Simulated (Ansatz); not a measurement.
## InSe: two-dimensional strain map

Computed with DFT PBEsol, scalar-relativistic, plane waves, PAW in Ansatz 0.2.0. The runs took a 420 eV cutoff, a Γ-centred 12×12×12 mesh and Gaussian smearing (0.03 eV). No spin polarisation. Energies are free energies at this smearing, counted from the undisturbed cell; pressure is positive in compression.

Zero of the scan (as given, not relaxed at this level; it stands at 0.2 GPa):

```yaml
crystal:
  lattice:
    - [2.00000, 1.15470, 8.31667]
    - [-2.00000, 1.15470, 8.31667]
    - [0.00000, -2.30940, 8.31667]
  atoms:
    - { symbol: In, position: [0.00000, 0.00000, 0.00000] }
    - { symbol: In, position: [0.11220, 0.11220, 0.11220] }
    - { symbol: Se, position: [0.61550, 0.61550, 0.61550] }
    - { symbol: Se, position: [0.83000, 0.83000, 0.83000] }
```

The cell holds layers and no dispersion correction was added, so their binding is poorly described.

The cell is strained by p along both x and y and by q along z, fractional coordinates fixed. Points are written (p, q).

Energy above the undisturbed cell in meV/atom (a dash: not computed):

```csv
p \ q,-0.080,-0.040,0.000,0.040,0.080
-0.080,378.7,270.2,204.6,172.4,166.4
-0.040,157.8,–,48.5,–,59.5
0.000,62.0,13.5,0.0,12.8,45.5
0.040,55.3,–,27.5,–,–
0.080,111.6,–,107.9,–,192.1
```

Pressure in GPa:

```csv
p \ q,-0.080,-0.040,0.000,0.040,0.080
-0.080,23.7,18.2,13.8,10.3,7.4
-0.040,12.8,–,5.6,–,1.1
0.000,5.6,2.5,0.2,-1.5,-2.9
0.040,0.7,–,-3.2,–,–
0.080,-2.4,–,-5.3,–,-6.7
```

Gap on the k-mesh in eV:

```
 p \ q  -0.080  -0.040  0.000  0.040  0.080
-0.080    0.76    1.07   1.35   1.37   1.27
-0.040    0.49       –   0.79      –   0.96
 0.000    0.15    0.16   0.30   0.43   0.55
 0.040    0.17       –   0.09      –      –
 0.080    0.22       –   0.12      –   0.06
```